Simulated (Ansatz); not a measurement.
Zr: the change of pressure with volume scale

All results are calculated (Ansatz 0.2.0). Periodic Kohn-Sham DFT of a crystal at fixed atoms, scaled to volume_scale times the given cell; pressure positive in compression, energy less spherical unpolarised free atoms, largest_vzz the field gradient of largest size among the nuclei.

The cell before it is scaled or strained (space group Im-3m, No. 229):
```
CELL_PARAMETERS angstrom
-1.81000 1.81000 1.81000
1.81000 -1.81000 1.81000
1.81000 1.81000 -1.81000
ATOMIC_POSITIONS crystal
Zr 0.00000 0.00000 0.00000
```

Settings of every row: method all-electron PAW; functional LDA; relativity scalar; k mesh 16x16x16; filling fermi-dirac; smearing width 0.03 eV; nucleus gaussian.

Atom start moment: 0 on all atoms.

```
row  volume scale  V (Å³/atom)  pressure (GPa)
  1          0.94       22.296          -4.939
  2          0.96        22.77          -6.618
  3          0.98       23.245          -8.147
  4          0.99       23.482          -8.858
  5             1       23.719               ?
  6          1.01       23.956         -10.181
  7          1.02       24.193         -10.798
  8          1.04       24.668         -11.952
  9          1.06       25.142         -13.007
```

Question: what pressure should row 5 give?

Worked fit of pressure. Take u = (V_r/V)^(2/3) − 1 with V_r = 23.719 Å³ an atom, which is twice the finite (Eulerian) strain; such expansions in the strain, on which the Birch-Murnaghan equation of state is built, carry the rest volume and the bulk modulus. The shown rows have u = 0.04211, 0.0276, 0.01355, 0.00672, -0.00661, -0.0131, -0.02581, -0.0381. Least squares give pressure = −9.5346 + 99.303 × u + 223.52 × u² + 238 × u³ GPa; a parabola predicts inner rows, each left out in turn, worse (root mean square 0.0039 against 0.0009 GPa). The rows lie off it by 0.000, 0.001, 0.000, -0.001, 0.000, 0.000, 0.001, 0.000. The withheld row has u = 0, so the fit gives −9.5346 + 99.303 × (0) + 223.52 × (0)² + 238 × (0)³ = -9.535 GPa.

The calculation gave -9.535 GPa. The fit meets it to the printed digit.
